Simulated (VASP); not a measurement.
# BN (Pnma) in VASP: further runs

Runs on BN. Level: LDA. Tasks: single point.

All numbers are computed with VASP 6.6.1; they aren't measurements. Logs are shortened: lines on timing, memory, paths and dates and some standing lists are left out, and cuts for length are marked.

**1. The undisturbed crystal**

It takes space group Pnma (No. 62, orthorhombic). Conventional cell: a = 4.880 Å, b = 2.591 Å, c = 4.292 Å, α = 90.00°, β = 90.00°, γ = 90.00°. Around N (site symmetry m) lie 4 B at 1.51 to 1.65 Å. B (site symmetry m) is surrounded by 4 N at 1.51 to 1.65 Å.

Measurements of this composition are mostly on another form, of space group No. 194.

**2. Single point, LDA**

INCAR

```
PREC = Accurate
ENCUT = 460
EDIFF = 1E-7
ISMEAR = 0
SIGMA = 0.05
LREAL = F
LASPH = T
NELM = 100
ALGO = Normal
ISIF = 2
LWAVE = F
LCHARG = F
GGA = CA
NBANDS = 26
ADDGRID = F
```

KPOINTS

```
Automatic mesh
0
Gamma
  5 9 6
```

POSCAR

```
BN
1.0
    4.8800890000      0.0000000000      0.0000000000
    0.0000000000      2.5914640000      0.0000000000
    0.0000000000      0.0000000000      4.2920490000
N B
4 4
Direct
    0.3126810000      0.7789050000      0.1007580000
    0.6862050000      0.2199960000      0.9104900000
    0.1885540000      0.2516410000      0.5901280000
    0.8143530000      0.7609560000      0.4059790000
    0.3484130000      0.2497860000      0.9057480000
    0.1724810000      0.7260260000      0.4021060000
    0.8489350000      0.2255820000      0.5905950000
    0.6397780000      0.7695720000      0.0911510000
```

Potentials or basis: VASP PAW LDA potentials, release 64 (N, B).

On the command line:

```sh
$ cat potpaw_LDA.64/N/POTCAR potpaw_LDA.64/B/POTCAR > POTCAR
$ mpirun -np 1 vasp_std > vasp.out
```

OUTCAR:

```text
PREC = Accurate
   ENCUT = 460
   EDIFF = 1E-7
   ISMEAR = 0
   LREAL = F
   LASPH = T
   NELM = 100
   ISIF = 2
   GGA = CA

 Found    136 irreducible k-points:

 Following reciprocal coordinates:
            Coordinates               Weight
  0.000000  0.000000  0.000000      1.000000
  0.200000  0.000000  0.000000      2.000000
  0.400000  0.000000  0.000000      2.000000
  0.000000  0.111111  0.000000      2.000000
  0.200000  0.111111  0.000000      2.000000
 -0.200000  0.111111  0.000000      2.000000
   k-points           NKPTS =    136   k-points in BZ     NKDIM =    136   number of bands    NBANDS=     26
   number of dos      NEDOS =    301   number of ions     NIONS =      8
   total plane-waves  NPLWV =  19440
   dimension x,y,z NGX =    36 NGY =   18 NGZ =   30
   dimension x,y,z NGXF=    72 NGYF=   36 NGZF=   60
   ions per type =               4   4
   NGX,Y,Z   is equivalent  to a cutoff of  12.26, 11.55, 11.62 a.u.
   NGXF,Y,Z  is equivalent  to a cutoff of  24.53, 23.09, 23.24 a.u.
 SYSTEM =  unknown system
   PREC   = accura    normal or accurate (medium, high low for compatibility)
   ISTART =      0    job   : 0-new  1-cont  2-samecut
   ICHARG =      2    charge: 1-file 2-atom 10-const
   ISPIN  =      1    spin polarized calculation?
   LNONCOLLINEAR =      F non collinear calculations
   LSORBIT =      F    spin-orbit coupling
   LASPH  =      T    aspherical Exc in radial PAW
   ENCUT  =  460.0 eV  33.81 Ry    5.81 a.u.   8.53  4.53  7.51*2*pi/ulx,y,z
   NELM   =    100;   NELMIN=  2; NELMDL= -5     # of ELM steps
   EDIFF  = 0.1E-06   stopping-criterion for ELM
   LREAL  =      F    real-space projection
   EDIFFG = 0.1E-05   stopping-criterion for IOM
   NSW    =      0    number of steps for IOM
   IBRION =     -1    ionic relax: 0-MD 1-quasi-New 2-CG
   NFREE  =      0    steps in history (QN), initial steepest desc. (CG)
   ISIF   =      2    stress and relaxation
   ISYM   =      2    0-nonsym 1-usesym 2-fastsym
   POTIM  = 0.5000    time-step for ionic-motion
   TEBEG  =    0.0;   TEEND  =   0.0 temperature during run
   PSTRESS=    0.0 pullay stress
   NELECT =      32.0000    total number of electrons
   NUPDOWN=      -1.0000    fix difference up-down
   EMIN   =  10.00;   EMAX   =-10.00  energy-range for DOS
   EFERMI =   0.00;   METHOD = LEGACY
   ISMEAR =     0;   SIGMA  =   0.05  broadening in eV -4-tet -1-fermi 0-gaus
   EFERMI_NEDOS =   21; number of points for ismear=-14 and -15
   IALGO  =     38    algorithm
   IMIX   =      4    mixing-type and parameters
     AMIX     =   0.40;   BMIX     =  1.00
     AMIX_MAG =   1.60;   BMIX_MAG =  1.00
  volume/ion in A,a.u.               =       6.78        45.79
  Fermi-wavevector in a.u.,A,eV,Ry     =   1.372711  2.594047 25.637923  1.884334
  Thomas-Fermi vector in A             =   2.498293
   LORBIT       =      0    0 simple, 1 ext, 2 COOP (PROOUT), +10 PAW based schemes
   GGA     = CA    functional components
   LHFCALC =     F    Hartree Fock is set to
   AEXX    =    0.0000 exact exchange contribution
   IVDW    =     0    specifies the selected vdW correction
   LEPSILON=     F    determine dielectric tensor
   LRPA    =     F    only Hartree local field effects (RPA)
 non-spin polarized calculation
 Gauss-broadening in eV      SIGMA  =   0.05
  energy-cutoff  :      460.00
  volume of cell :       54.28
 maximum number of plane-waves:      1239
 NGX is ok and might be reduce to    36
   NGX = 17   NGY =  9   NGZ = 15

 number of electron      31.9999997 magnetization

 Free energy of the ion-electron system (eV)
  ---------------------------------------------------
  ext. energy  EPLUGINS =         0.00000000
  ---------------------------------------------------
  free energy    TOTEN  =       -74.84148622 eV

  energy without entropy =      -74.84148622  energy(sigma->0) =      -74.84148622

 E-fermi :   6.0672     XC(G=0): -12.1738

 val. band max:        5.7931427732   @ k =   0.2000   0.0000   0.0000
 cond. band min:      10.9043075039   @ k =  -0.4000   0.0000   0.3333
 fundamental gap:      5.1111647308
 Fermi energy:         6.0671605566

 k-point     1 :       0.0000    0.0000    0.0000
  band No.  band energies     occupation
      1     -14.0531      2.00000
      2     -11.4320      2.00000
      3     -10.4054      2.00000
      4      -8.3419      2.00000
      5      -3.2202      2.00000
      6      -2.8645      2.00000
[... 18 lines left out ...]
     25      16.5902      0.00000
     26      17.6497      0.00000

 k-point     2 :       0.2000    0.0000    0.0000
  band No.  band energies     occupation
      1     -13.9203      2.00000
      2     -11.9394      2.00000
      3      -9.9511      2.00000
      4      -8.4185      2.00000
      5      -3.5412      2.00000
      6      -2.9927      2.00000
[... 18 lines left out ...]
     25      16.8425      0.00000
     26      16.9592      0.00000

 k-point     3 :       0.4000    0.0000    0.0000
  band No.  band energies     occupation
      1     -13.5801      2.00000
      2     -12.6343      2.00000
      3      -9.3621      2.00000
      4      -8.6502      2.00000
      5      -3.8783      2.00000
      6      -3.2504      2.00000
[... 18 lines left out ...]
     25      16.5098      0.00000
     26      16.9607      0.00000

 k-point     4 :       0.0000    0.1111    0.0000
  band No.  band energies     occupation
      1     -13.8670      2.00000
      2     -11.2736      2.00000
      3     -10.2688      2.00000
      4      -8.2828      2.00000
      5      -3.1346      2.00000
      6      -2.7649      2.00000
[... 18 lines left out ...]
     25      16.8409      0.00000
     26      17.6485      0.00000

 k-point     5 :       0.2000    0.1111    0.0000
  band No.  band energies     occupation
      1     -13.7352      2.00000
      2     -11.7743      2.00000
      3      -9.8237      2.00000
      4      -8.3576      2.00000
      5      -3.4413      2.00000
      6      -2.8537      2.00000
[... 18 lines left out ...]
     25      16.4214      0.00000
     26      17.7318      0.00000

 k-point     6 :      -0.2000    0.1111    0.0000
  band No.  band energies     occupation
      1     -13.7358      2.00000
      2     -11.7714      2.00000
      3      -9.8313      2.00000
      4      -8.3508      2.00000
      5      -3.4071      2.00000
      6      -2.8552      2.00000
[... 18 lines left out ...]
     25      16.6086      0.00000
     26      17.6710      0.00000

 [... further k-points ...]

------------------------ aborting loop because EDIFF is reached ----------------------------------------

  FORCE on cell =-STRESS in cart. coord.  units (eV):
  Direction    XX          YY          ZZ          XY          YZ          ZX
  --------------------------------------------------------------------------------------
  -------------------------------------------------------------------------------------
  Total       -4.9524989     -1.1415141     -2.1422667      1.2953165     -2.0105702     -0.7194661
  in kB     -146.1831692    -33.6941324    -63.2333999     38.2339242    -59.3461061    -21.2365176
  external PRESSURE =     -81.0369005 kB  Pullay stress =       0.0000000 kB

 VOLUME and BASIS-vectors are now :
 -----------------------------------------------------------------------------
  energy-cutoff  :      460.00
  volume of cell :       54.28
      direct lattice vectors                 reciprocal lattice vectors
     4.880089000  0.000000000  0.000000000     0.204914296  0.000000000  0.000000000
     0.000000000  2.591464000  0.000000000     0.000000000  0.385882266  0.000000000
     0.000000000  0.000000000  4.292049000     0.000000000  0.000000000  0.232988952

 POSITION                                       TOTAL-FORCE (eV/Angst)
 -----------------------------------------------------------------------------------
      1.52591      2.01850      0.43246         0.670626     -2.356082     -0.612602
      3.34874      0.57011      3.90787        -0.401583      3.492893     -2.454729
      0.92016      0.65212      2.53286         0.519533     -1.319859      1.833686
      3.97412      1.97199      1.74248        -0.194915     -2.432456     -1.450788
      1.70029      0.64731      3.88751        -0.849971      1.284242     -1.247073
      0.84172      1.88147      1.72586        -1.388326      2.157659      0.016003
      4.14288      0.58459      2.53486        -0.669522      2.095562      1.303698
      3.12217      1.99432      0.39122         2.314158     -2.921960      2.611803
 -----------------------------------------------------------------------------------
    total drift:                                0.000090     -0.000124      0.000031

  FREE ENERGIE OF THE ION-ELECTRON SYSTEM (eV)
  ---------------------------------------------------
  free  energy   TOTEN  =       -74.8414862163 eV

  energy  without entropy=      -74.8414862163  energy(sigma->0) =      -74.84148622
```

OSZICAR:

```text
N       E                     dE             d eps       ncg     rms          rms(c)
DAV:   1     0.910861275298E+02    0.91086E+02   -0.15545E+04  7072   0.108E+03
DAV:   2    -0.741927193452E+02   -0.16528E+03   -0.15597E+03  9390   0.248E+02
DAV:   3    -0.803077898648E+02   -0.61151E+01   -0.60780E+01  9656   0.455E+01
DAV:   4    -0.803538124069E+02   -0.46023E-01   -0.45974E-01  8904   0.428E+00
DAV:   5    -0.803543956135E+02   -0.58321E-03   -0.58292E-03  9468   0.461E-01    0.138E+01
DAV:   6    -0.754458229891E+02    0.49086E+01   -0.11131E+01  8502   0.191E+01    0.604E+00
DAV:   7    -0.749856659169E+02    0.46016E+00   -0.70769E-01  8950   0.488E+00    0.373E+00
DAV:   8    -0.748449079577E+02    0.14076E+00   -0.25401E-01  8368   0.292E+00    0.394E-01
DAV:   9    -0.748415355811E+02    0.33724E-02   -0.17532E-02  8844   0.854E-01    0.222E-01
DAV:  10    -0.748414742422E+02    0.61339E-04   -0.85318E-04  9286   0.196E-01    0.568E-02
DAV:  11    -0.748414858965E+02   -0.11654E-04   -0.15124E-04  8698   0.777E-02    0.255E-02
DAV:  12    -0.748414858499E+02    0.46611E-07   -0.13846E-05  9248   0.262E-02    0.816E-03
DAV:  13    -0.748414861593E+02   -0.30942E-06   -0.13692E-06  8862   0.788E-03    0.307E-03
DAV:  14    -0.748414862163E+02   -0.56958E-07   -0.15605E-07  5442   0.310E-03
   1 F= -.74841486E+02 E0= -.74841486E+02  d E =-.188943E-16
```

stdout:

```text
POSCAR found type information on POSCAR N B
 POSCAR found :  2 types and       8 ions
 scaLAPACK will be used
 LDA part: xc-table for (Slater(with rela. corr.)+CA(PZ))
 , standard interpolation
 POSCAR, INCAR and KPOINTS ok, starting setup
 FFT: planning ... GRIDC
 FFT: planning ... GRID_SOFT
 FFT: planning ... GRID
 WAVECAR not read
 entering main loop
```

Wall time 1.7 min (1 thread of Intel Xeon Platinum 8259CL at 2.50GHz (Skylake/Cascade Lake), shared host); peak memory 0.22 GiB.

These settings aren't checked as converged: the numbers below hold their error.

What came out:

```yaml
Free_energy: -74.8415 eV
Pressure: -8.1 GPa
Largest_force: 4.551 eV/Å
Band_gap_on_the_k_mesh: 5.11 eV, indirect (least direct gap 5.53 eV)
```

Caveat: the cutoff is under 1.25 times the usual one of these potentials, so pressure, stress and relaxed cells hold a basis-set (Pulay) error; an odd mesh through Γ misses points on the zone boundary, where band edges often lie.

**3. Single point, LDA**

INCAR: that of step 2 with these lines changed.

```diff
@@ -1,3 +1,3 @@
-PREC = Accurate
-ENCUT = 460
+PREC = Low
+ENCUT = 520
 EDIFF = 1E-7
```

KPOINTS is that of step 2.

POSCAR is that of step 2.

Potentials or basis: VASP PAW LDA potentials, release 64 (N, B).

On the command line:

```sh
$ cat potpaw_LDA.64/N/POTCAR potpaw_LDA.64/B/POTCAR > POTCAR
$ mpirun -np 1 vasp_std > vasp.out
```

OUTCAR:

```text
PREC = Low
   ENCUT = 520
   EDIFF = 1E-7
   ISMEAR = 0
   LREAL = F
   LASPH = T
   NELM = 100
   ISIF = 2
   GGA = CA

 Found    136 irreducible k-points:

 Following reciprocal coordinates:
            Coordinates               Weight
  0.000000  0.000000  0.000000      1.000000
[... 260 lines left out ...]
  -------------------------------------------------------------------------------------
  Total       -4.6378483     -0.8537041     -1.8561541      1.2988056     -2.0071712     -0.7175437
  in kB     -136.8956115    -25.1988300    -54.7881986     38.3369141    -59.2457778    -21.1797759
  external PRESSURE =     -72.2942134 kB  Pullay stress =       0.0000000 kB

 VOLUME and BASIS-vectors are now :
 -----------------------------------------------------------------------------
  energy-cutoff  :      520.00
  volume of cell :       54.28
      direct lattice vectors                 reciprocal lattice vectors
     4.880089000  0.000000000  0.000000000     0.204914296  0.000000000  0.000000000
     0.000000000  2.591464000  0.000000000     0.000000000  0.385882266  0.000000000
     0.000000000  0.000000000  4.292049000     0.000000000  0.000000000  0.232988952

 POSITION                                       TOTAL-FORCE (eV/Angst)
 -----------------------------------------------------------------------------------
      1.52591      2.01850      0.43246         0.672965     -2.351386     -0.611505
      3.34874      0.57011      3.90787        -0.405484      3.486311     -2.446749
      0.92016      0.65212      2.53286         0.513716     -1.317947      1.822583
      3.97412      1.97199      1.74248        -0.188167     -2.428960     -1.443143
      1.70029      0.64731      3.88751        -0.851963      1.281784     -1.246801
      0.84172      1.88147      1.72586        -1.386303      2.155302      0.015003
      4.14288      0.58459      2.53486        -0.671175      2.092203      1.301747
      3.12217      1.99432      0.39122         2.316411     -2.917307      2.608865
 -----------------------------------------------------------------------------------
    total drift:                               -0.008494     -0.003468      0.003517

  FREE ENERGIE OF THE ION-ELECTRON SYSTEM (eV)
  ---------------------------------------------------
  free  energy   TOTEN  =       -74.8365608672 eV

  energy  without entropy=      -74.8365608672  energy(sigma->0) =      -74.83656087
```

It took 76 s on 1 thread of Intel Xeon Platinum 8259CL at 2.50GHz (Skylake/Cascade Lake), shared host; peak memory 0.21 GiB.

The run converged, but some of its settings lie outside the range that counts as converged, so its numbers aren't taken as properties of the crystal.

Results:

* Free energy: -74.8366 eV
* Pressure: -7.2 GPa
* Largest force: 4.548 eV/Å
* Band gap on the k mesh: 5.11 eV, indirect (least direct gap 5.53 eV)

Caveat: an odd mesh through Γ misses points on the zone boundary, where band edges often lie.

(Continued in part 2 of 2.)
